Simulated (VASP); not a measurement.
# CaB (P1) in VASP: single point with r2SCAN

Aim: the single point of CaB with r2SCAN.

Everything below comes from runs of VASP 6.6.1. Logs are shortened: lines on timing, memory, paths and dates and some standing lists are left out, and cuts for length are marked.

## (1) The crystal as given

The typed cell holds 8 atoms: a = 4.005 Å, b = 6.383 Å, c = 6.015 Å, α = 89.27°, β = 89.17°, γ = 70.61°.

The cell was built by a generator and needn't be a form met in nature.

## (2) Single point, r2SCAN

File POSCAR:

```
CaB
1.0
    4.0050952000     -0.0386392900     -0.0289335800
    2.0601908800     -6.0407454800     -0.0404444900
    0.0431653900     -0.0259777000     -6.0147546800
Ca B
4 4
Direct
    0.4492400000      0.1046060000      0.7562000000
    0.5545700000      0.8879810000      0.2544950000
    0.7292370000      0.5484750000      0.7470090000
    0.2886100000      0.4535180000      0.2447330000
    0.0981800000      0.8126970000      0.9372810000
    0.9048260000      0.1960900000      0.4446250000
    0.9025670000      0.1903620000      0.0579700000
    0.0931100000      0.8019260000      0.5582120000
```

File INCAR.step1:

```
PREC     = Accurate       # precision mode
ENCUT    = 520            # plane-wave cutoff, eV
ISMEAR   = -1             # smearing method
SIGMA    = 0.1            # smearing width, eV
LREAL    = F              # projectors in reciprocal space
LASPH    = T              # aspherical terms in the spheres
NELM     = 100            # most SCF steps
NBANDS   = 36             # bands
GGA      = PE             # functional
ALGO     = Normal         # electronic algorithm
EDIFF    = 1E-4           # SCF threshold, eV
LWAVE    = T              # write WAVECAR
LCHARG   = F              # write CHGCAR
```

File INCAR.step2:

```
PREC     = Accurate       # precision mode
ENCUT    = 520            # plane-wave cutoff, eV
EDIFF    = 1E-7           # SCF threshold, eV
ISMEAR   = -1             # smearing method
SIGMA    = 0.1            # smearing width, eV
LREAL    = F              # projectors in reciprocal space
LASPH    = T              # aspherical terms in the spheres
NELM     = 100            # most SCF steps
ALGO     = Normal         # electronic algorithm
ISIF     = 2              # what is computed and relaxed
LWAVE    = F              # write WAVECAR
LCHARG   = T              # write CHGCAR
METAGGA  = R2SCAN         # meta-GGA
LMIXTAU  = T            
LELF     = T              # ELF
LVHAR    = T            
NBANDS   = 36             # bands
ISTART   = 1
```

File KPOINTS:

```
Automatic mesh
0
Gamma
  5 3 3
  0.5 0 0
```

Potentials or basis: VASP PAW PBE potentials, release 64 (Ca_sv, B).

The run is started by

```sh
$ cat potpaw_PBE.64/Ca_sv/POTCAR potpaw_PBE.64/B/POTCAR > POTCAR
$ cp INCAR.step1 INCAR
$ mpirun -np 1 vasp_std > vasp.out
$ cp INCAR.step2 INCAR
$ mpirun -np 1 vasp_std > vasp.out
```

OUTCAR:

```text
PREC = Accurate
   ENCUT = 520
   EDIFF = 1E-7
   ISMEAR = -1
   LREAL = F
   LASPH = T
   NELM = 100
   ISIF = 2
   METAGGA = R2SCAN
   ISTART = 1

 ion  position               nearest neighbor table
   1  0.449  0.105  0.756-
   2  0.555  0.888  0.254-
   3  0.729  0.548  0.747-
   4  0.289  0.454  0.245-
   5  0.098  0.813  0.937-
   6  0.905  0.196  0.445-
   7  0.903  0.190  0.058-
   8  0.093  0.802  0.558-

  Warning from LATTYP: Got some problem with cell dimensions!
  Tried to take original basis but could not verify dimensions!
  LATTYP: Found a triclinic cell.
 ALAT       =     4.0053860872
 B/A-ratio  =     2.1031970723
 C/A-ratio  =     2.6375337628
 COS(alpha) =     0.0004737124
 COS(beta)  =     0.5879074705
 COS(gamma) =     0.6994400944

  Lattice vectors:

 A1 = (  -4.0050952000,   0.0386392900,   0.0289335800)
 A2 = (  -5.9499995200,  -5.9634669000,   0.0174226700)
 A3 = (  -6.1084514700,   6.1053624700,   6.0841327500)

Analysis of symmetry for initial positions (statically):
=====================================================================
 Subroutine PRICEL returns:
 Original cell was already a primitive cell.

 Routine SETGRP: Setting up the symmetry group for a
 triclinic supercell.

 Subroutine GETGRP returns: Found  1 space group operations
 (whereof  1 operations were pure point group operations)
 out of a pool of  2 trial point group operations.

The static configuration has the point symmetry C_1 .

Analysis of symmetry for dynamics (positions and initial velocities):
=====================================================================
 Subroutine PRICEL returns:
 Original cell was already a primitive cell.

 Routine SETGRP: Setting up the symmetry group for a
 triclinic supercell.

 Subroutine GETGRP returns: Found  1 space group operations
 (whereof  1 operations were pure point group operations)
 out of a pool of  2 trial point group operations.

The dynamic configuration has the point symmetry C_1 .

 Subroutine INISYM returns: Found  1 space group operations
 (whereof  1 operations are pure point group operations),
 and found     1 'primitive' translations

----------------------------------------------------------------------------------------

                                     Primitive cell

  volume of cell :     145.0306

  direct lattice vectors                    reciprocal lattice vectors
     4.005095200 -0.038639290 -0.028933580     0.250516455  0.085428848  0.001428885
     2.060190880 -6.040745480 -0.040444490    -0.001597278 -0.166091958  0.000705887
     0.043165390 -0.025977700 -6.014754680    -0.001194352  0.000705888 -0.166269440

  length of vectors
     4.005386087  6.382525219  6.014965665     0.264685897  0.166101139  0.166275228

  position of ions in fractional coordinates (direct lattice)
     0.449240000  0.104606000  0.756200000
     0.554570000  0.887981000  0.254495000
     0.729237000  0.548475000  0.747009000
     0.288610000  0.453518000  0.244733000
     0.098180000  0.812697000  0.937281000
     0.904826000  0.196090000  0.444625000
     0.902567000  0.190362000  0.057970000
     0.093110000  0.801926000  0.558212000

  ion indices of the primitive-cell ions
   primitive index   ion index
                 1           1
                 2           2
                 3           3
                 4           4
                 5           5
                 6           6
                 7           7
                 8           8

----------------------------------------------------------------------------------------

 KPOINTS: Automatic mesh

Automatic generation of k-mesh.
 Grid dimensions read from file:
 generate k-points for:    5    3    3

 Generating k-lattice:

  Cartesian coordinates                     Fractional coordinates (reciprocal lattice)
     0.050103291  0.017085770  0.000285777     0.200000000 -0.000000000  0.000000000
    -0.000532426 -0.055363986  0.000235296    -0.000000000  0.333333333 -0.000000000
    -0.000398117  0.000235296 -0.055423147    -0.000000000  0.000000000  0.333333333

  Length of vectors
     0.052937179  0.055367046  0.055425076

  Shift w.r.t. Gamma in fractional coordinates (k-lattice)
     0.500000000  0.000000000  0.000000000

 Subroutine IBZKPT returns following result:
 ===========================================

 Found     23 irreducible k-points:

 Following reciprocal coordinates:
            Coordinates               Weight
  0.100000 -0.000000 -0.000000      2.000000
  0.300000 -0.000000  0.000000      2.000000
  0.500000 -0.000000 -0.000000      1.000000
  0.100000  0.333333  0.000000      2.000000
  0.300000  0.333333 -0.000000      2.000000
  0.500000  0.333333 -0.000000      2.000000
[... 15 lines left out ...]
 -0.300000 -0.333333  0.333333      2.000000
 -0.100000 -0.333333  0.333333      2.000000
   k-points           NKPTS =     23   k-points in BZ     NKDIM =     23   number of bands    NBANDS=     36
   number of dos      NEDOS =    301   number of ions     NIONS =      8
   total plane-waves  NPLWV =  69120
   dimension x,y,z NGX =    30 NGY =   48 NGZ =   48
   dimension x,y,z NGXF=    60 NGYF=   96 NGZF=   96
   ions per type =               4   4
   NGX,Y,Z   is equivalent  to a cutoff of  12.45, 12.50, 13.27 a.u.
   NGXF,Y,Z  is equivalent  to a cutoff of  24.90, 25.01, 26.53 a.u.
 SYSTEM =  unknown system
   PREC   = accura    normal or accurate (medium, high low for compatibility)
   ISTART =      1    job   : 0-new  1-cont  2-samecut
   ICHARG =      0    charge: 1-file 2-atom 10-const
   ISPIN  =      1    spin polarized calculation?
   LNONCOLLINEAR =      F non collinear calculations
   LSORBIT =      F    spin-orbit coupling
   LASPH  =      T    aspherical Exc in radial PAW
   ENCUT  =  520.0 eV  38.22 Ry    6.18 a.u.   7.45 11.87 11.18*2*pi/ulx,y,z
   NELM   =    100;   NELMIN=  2; NELMDL=  0     # of ELM steps
   EDIFF  = 0.1E-06   stopping-criterion for ELM
   LREAL  =      F    real-space projection
   EDIFFG = 0.1E-05   stopping-criterion for IOM
   NSW    =      0    number of steps for IOM
   IBRION =     -1    ionic relax: 0-MD 1-quasi-New 2-CG
   NFREE  =      0    steps in history (QN), initial steepest desc. (CG)
   ISIF   =      2    stress and relaxation
   ISYM   =      2    0-nonsym 1-usesym 2-fastsym
   POTIM  = 0.5000    time-step for ionic-motion
   TEBEG  =    0.0;   TEEND  =   0.0 temperature during run
   PSTRESS=    0.0 pullay stress
   NELECT =      52.0000    total number of electrons
   NUPDOWN=      -1.0000    fix difference up-down
   EMIN   =  10.00;   EMAX   =-10.00  energy-range for DOS
   EFERMI =   0.00;   METHOD = LEGACY
   ISMEAR =    -1;   SIGMA  =   0.10  broadening in eV -4-tet -1-fermi 0-gaus
   EFERMI_NEDOS =   21; number of points for ismear=-14 and -15
   IALGO  =     38    algorithm
   IMIX   =      4    mixing-type and parameters
     AMIX     =   0.40;   BMIX     =  1.00
     AMIX_MAG =   1.60;   BMIX_MAG =  1.00
  volume/ion in A,a.u.               =      18.13       122.34
  Fermi-wavevector in a.u.,A,eV,Ry     =   1.163026  2.197800 18.403639  1.352629
  Thomas-Fermi vector in A             =   2.299580
   LORBIT       =      0    0 simple, 1 ext, 2 COOP (PROOUT), +10 PAW based schemes
   METAGGA = R2SCAN    functional components
   LHFCALC =     F    Hartree Fock is set to
   AEXX    =    0.0000 exact exchange contribution
   IVDW    =     0    specifies the selected vdW correction
   LEPSILON=     F    determine dielectric tensor
   LRPA    =     F    only Hartree local field effects (RPA)
 non-spin polarized calculation
  energy-cutoff  :      520.00
  volume of cell :      145.03
 maximum number of plane-waves:      3924
 NGX is ok and might be reduce to    30
   NGX = 15   NGY = 23   NGZ = 23

 number of electron      52.0000004 magnetization

 Free energy of the ion-electron system (eV)
  ---------------------------------------------------
  ext. energy  EPLUGINS =         0.00000000
  ---------------------------------------------------
  free energy    TOTEN  =       -53.41836499 eV

  energy without entropy =      -53.17003563  energy(sigma->0) =      -53.29420031

 E-fermi :   3.2181     XC(G=0): -10.2086

 val. band max:        3.2035954546   @ k =   0.5000   0.3333   0.3333
 cond. band min:       3.2292750523   @ k =  -0.1000   0.3333   0.0000
 fundamental gap:      0.0256795978
 Fermi energy:         3.2180929487

 k-point     1 :       0.1000   -0.0000   -0.0000
  band No.  band energies     occupation
      1     -38.5675      2.00000
      2     -38.5123      2.00000
      3     -38.4803      2.00000
      4     -38.3957      2.00000
      5     -18.9809      2.00000
      6     -18.9220      2.00000
[... 28 lines left out ...]
     35       7.8229      0.00000
     36       8.1815      0.00000

 k-point     2 :       0.3000   -0.0000    0.0000
  band No.  band energies     occupation
      1     -38.5575      2.00000
      2     -38.5103      2.00000
      3     -38.4828      2.00000
      4     -38.3962      2.00000
      5     -18.9514      2.00000
      6     -18.8826      2.00000
[... 28 lines left out ...]
     35       7.9556      0.00000
     36       8.2544      0.00000

 k-point     3 :       0.5000   -0.0000   -0.0000
  band No.  band energies     occupation
      1     -38.5504      2.00000
      2     -38.5097      2.00000
      3     -38.4845      2.00000
      4     -38.3964      2.00000
      5     -18.9500      2.00000
      6     -18.8698      2.00000
[... 28 lines left out ...]
     35       8.1904      0.00000
     36       8.3891      0.00000
[... 703 lines left out ...]
 k-point    22 :      -0.3000   -0.3333    0.3333
  band No.  band energies     occupation
      1     -38.5546      2.00000
      2     -38.5110      2.00000
      3     -38.4817      2.00000
      4     -38.3995      2.00000
      5     -18.9614      2.00000
      6     -18.9205      2.00000
[... 28 lines left out ...]
     35       7.7773      0.00000
     36       8.2024      0.00000

 k-point    23 :      -0.1000   -0.3333    0.3333
  band No.  band energies     occupation
      1     -38.5591      2.00000
      2     -38.5126      2.00000
      3     -38.4830      2.00000
      4     -38.4014      2.00000
      5     -18.9372      2.00000
      6     -18.8921      2.00000
[... 28 lines left out ...]
     35       7.7621      0.00000
     36       8.2154      0.00000

------------------------ aborting loop because EDIFF is reached ----------------------------------------

  FORCE on cell =-STRESS in cart. coord.  units (eV):
  Direction    XX          YY          ZZ          XY          YZ          ZX
  --------------------------------------------------------------------------------------
  -------------------------------------------------------------------------------------
  Total        0.7258270     -0.9070758     -2.7193134      0.8056571     -0.6080375      0.6946971
  in kB        8.0183329    -10.0206178    -30.0407109      8.9002289     -6.7170926      7.6744356
  external PRESSURE =     -10.6809986 kB  Pullay stress =       0.0000000 kB

 VOLUME and BASIS-vectors are now :
 -----------------------------------------------------------------------------
  energy-cutoff  :      520.00
  volume of cell :      145.03
      direct lattice vectors                 reciprocal lattice vectors
     4.005095200 -0.038639290 -0.028933580     0.250516455  0.085428848  0.001428885
     2.060190880 -6.040745480 -0.040444490    -0.001597278 -0.166091958  0.000705887
     0.043165390 -0.025977700 -6.014754680    -0.001194352  0.000705888 -0.166269440

 POSITION                                       TOTAL-FORCE (eV/Angst)
 -----------------------------------------------------------------------------------
      2.04740     -0.66890     -4.56559         0.041021      0.378769      0.252355
      4.06150     -5.39211     -1.58268         0.025047     -0.660664      0.047654
      4.08287     -3.36078     -4.53636         0.019554     -0.212544     -0.056761
      2.10081     -2.75710     -1.49870        -0.259938      0.427489     -0.128427
      2.10799     -4.93744     -5.67323        -0.086463     -1.330835      1.725835
      4.04709     -1.23104     -2.70842        -0.025223      1.411116      1.856981
      4.00955     -1.18631     -0.38249         0.110915      1.464690     -1.756029
      2.04913     -4.86233     -3.39264         0.175087     -1.478022     -1.941607
 -----------------------------------------------------------------------------------
    total drift:                                0.001090      0.000629      0.000437

  FREE ENERGIE OF THE ION-ELECTRON SYSTEM (eV)
  ---------------------------------------------------
  free  energy   TOTEN  =       -53.4183649878 eV

  energy  without entropy=      -53.1700356340  energy(sigma->0) =      -53.29420031
```

Run time: 3.7 min. Hardware: 1 thread of Intel Xeon 6975P-C (Granite Rapids), shared host; peak memory 0.31 GiB.

What came out:

```yaml
Free_energy: -53.4184 eV
Pressure: -1.1 GPa
Largest_force: 2.446 eV/Å
Band_gap_on_the_k_mesh: none (metal or under the smearing width)
```

Forces on the atoms (eV/Å):
```
Ca   0.041  0.379  0.252
Ca   0.025 -0.661  0.048
Ca   0.020 -0.213 -0.057
Ca  -0.260  0.427 -0.128
B   -0.086 -1.331  1.726
B   -0.025  1.411  1.857
B    0.111  1.465 -1.756
B    0.175 -1.478 -1.942
```

Caveat: the PAW data sets were made with another functional, which shifts forces and pressure a little.
